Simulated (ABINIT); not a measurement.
Set up this calculation in ABINIT 10.8.3 (patched build), as the native input.

| Item | Value |
| --- | --- |
| Task | single point |
| Functional | revPBE |
| Potentials or basis | JTH PAW PBE v2.0 |
| Cutoff | 626 eV |
| k mesh | 13 × 13 × 13 |
| Occupations | fermi-dirac, width 0.05 eV |
| Spin | no spin polarisation |
| Fine-grid cutoff | 1224.51 eV |

Crystal: C.

```xyz
2
Lattice="0.0000 1.7834 1.7834 1.7834 0.0000 1.7834 1.7834 1.7834 0.0000" Properties=species:S:1:pos:R:3 pbc="T T T"
C     2.6751    2.6751    2.6751
C     1.7834    1.7834    1.7834
```

This isn't the form of C at room conditions, which is graphite.

The input as run:

run.abi

```
# Pseudopotentials
pp_dirpath "./"
pseudos "C.GGA_PBE-JTH.xml"

# Structure
acell 3*1.0
rprim
     0.0000000000     3.3700808789     3.3700808789
     3.3700808789     0.0000000000     3.3700808789
     3.3700808789     3.3700808789     0.0000000000
ntypat 1
znucl 6
natom 2
typat 1 1
xred
     0.7500000000     0.7500000000     0.7500000000
     0.5000000000     0.5000000000     0.5000000000

# Plane-wave basis
ecut 23.0
pawecutdg 45.0
pawxcdev 0

# k points
kptopt 1
ngkpt 13 13 13
nshiftk 1
shiftk 0.0 0.0 0.0

# Exchange and correlation
ixc 14

# Bands and occupations
nband 8
occopt 3
tsmear 0.00183747

# SCF cycle
nstep 100
tolvrs 1.0e-9

# Output
iomode 3
prtwf 0
prtden 0
prteig 0
prtebands 0
enunit 1
```

Potentials or basis: JTH PAW PBE v2.0.

The run is started by

```bash
$ abinit run.abi > log 2>&1
```

It gave:

```json
{
 "Pressure": "5.9 GPa",
 "Band gap on the k mesh": "4.13 eV, indirect (least direct gap 5.60 eV)"
}
```

Caveat: the PAW data sets were made with another functional, which shifts forces and pressure a little; an odd mesh through Γ misses points on the zone boundary, where band edges often lie; the atomic spheres overlap.

It took 9 s on 1 thread of Arm Neoverse V1, on a shared host, peak memory 0.08 GiB.
